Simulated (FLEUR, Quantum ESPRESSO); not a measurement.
One calculation of Pb, 3 ways

```
Pb
1.0
     0.00000    2.47502    2.47502
     2.47502    0.00000    2.47502
     2.47502    2.47502    0.00000
Pb
1
Direct
  0.00000 0.00000 0.00000
```

Alike in all runs: task equation of state; functional PBE; k mesh 9 × 9 × 9; occupations fermi-dirac, width 0.05 eV; no spin polarisation; no spin-orbit coupling.

| program and potentials | plane-wave cutoff (eV) | notes | equilibrium volume (Å³/atom) | bulk modulus (GPa) |
| --- | --- | --- | --- | --- |
| Quantum ESPRESSO, PseudoDojo 0.4 SR PBE stringent | 1225 | - | 31.89 | 39.5 |
| Quantum ESPRESSO, GBRV 1.5 PBE | 612 | - | 31.80 | 39.8 |
| FLEUR, all-electron, FLAPW | - | - | 31.88 | 40.7 |

The equilibrium volume spans 31.80 (Quantum ESPRESSO, GBRV 1.5 PBE) to 31.89 Å³/atom (Quantum ESPRESSO, PseudoDojo 0.4 SR PBE stringent), with all-electron results at 31.88. The bulk modulus spans 39.5 (Quantum ESPRESSO, PseudoDojo 0.4 SR PBE stringent) to 40.7 GPa (FLEUR, all-electron, FLAPW), with all-electron results at 40.7. For a metal such a mesh isn't converged, which the comparison doesn't need.

The functional is the same throughout but for its coding, so the spread measures potentials, basis and numerics; runs on potential files found faulty are left out.
